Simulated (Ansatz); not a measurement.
A run of Ansatz 0.2.0 is set up as follows.

input.yaml

```yaml
crystal:
  lattice:
    - [0.0, 3.15085, 3.15085]
    - [3.15085, 0.0, 3.15085]
    - [3.15085, 3.15085, 0.0]
  atoms:
    - { symbol: Te, position: [0.5, 0.5, 0.5] }
    - { symbol: Sn, position: [0.0, 0.0, 0.0] }
hamiltonian:
  xc: blyp
  pseudopotentials: { kind: paw }
kpoints:
  mp_grid: { grid: [7, 7, 7] }
scf:
  occupations: { method: fermi_dirac, width: 0.05 }
output:
  forces: true
  stress: true
relax:
  f_tol: 0.01
  max_steps: 40
  cell: { stress_tol: 0.05 }
```

Potentials or basis: Ansatz PAW.

Command:

```console
$ ansatz run input.yaml --threads 2 --pin off --max-ram 5120MiB --backend cpu --events-out ev --progress --plain --runs-dir out
```

Question: Estimate the relaxed volume.

Answer: 35.88 Å³/atom.

Question: What does it give for the space group after relaxing (to 0.05 Å)?

Answer: Fm-3m (No. 225).

The path:
| step | energy change (eV) | largest force (eV/Å) | volume (Å³) |
| --- | --- | --- | --- |
| 1 | 0.0000 | 0.0000 | 62.56 |
| 2 | -0.1527 | 0.0000 | 72.29 |
| 3 | -0.1531 | 0.0000 | 71.89 |
| 4 | -0.1543 | 0.0000 | 71.89 |
| 5 | -0.1543 | 0.0000 | 71.76 |
| 6 | -0.1543 | 0.0000 | 71.76 |

Caveat: the plane-wave basis is chosen anew once the cell has moved, so the energies of steps on either side of that aren't comparable; the volume moved by +15 % from the deposited cell, more than functionals usually miss; the PAW data sets come from PBE, with cores solved anew for the run's functional, which leaves a small shift of forces and pressure. The run has no spin-orbit coupling, so splittings on Te are missing.
